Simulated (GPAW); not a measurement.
The system is Fe.

```
CELL_PARAMETERS angstrom
0.00000 1.94174 1.96511
1.49844 0.00000 1.96511
1.49844 1.94174 0.00000
ATOMIC_POSITIONS crystal
Fe 0.00000 0.00000 0.00000
```

Program: GPAW 26.7.0. Alike in all runs: task band structure; spin collinear, ferromagnetic start; cell as given; cutoff (eV) 600; smearing fermi-dirac 0.05 eV.

Problem. Order these runs on this cell by their pressure, lowest first.
A. level LDA; potentials or basis the program's PAW data sets (release 1.2.1) made for this functional, pw; k mesh 10 × 10 × 10; band points 80
B. level PBEsol+U; potentials or basis PAW data sets generated in the run's folder for this functional, pw; U Fe d U = 3 eV; k mesh 11 × 11 × 11; band points 60
C. level PBEsol+U; potentials or basis PAW data sets generated in the run's folder for this functional, pw; U Fe d U = 2 eV; k mesh 11 × 11 × 11; band points 60
D. level PBEsol+U; potentials or basis PAW data sets generated in the run's folder for this functional, pw; U Fe d U = 1 eV; k mesh 11 × 11 × 11; band points 60
E. level PBEsol+U; potentials or basis PAW data sets generated in the run's folder for this functional, pw; U Fe d U = 6 eV; k mesh 11 × 11 × 11; band points 60

Solution. A (-17.8 GPa), D (3.7 GPa), C (7.0 GPa), B (14.5 GPa), E (34.6 GPa).

Caveats: the U is typed as a test and isn't derived for this compound (some runs); a pressure of tens of GPa on the cell as given is suspect, and the run, the potentials or the cell itself is likely at fault (some runs).

Not every run made on this cell is shown here.
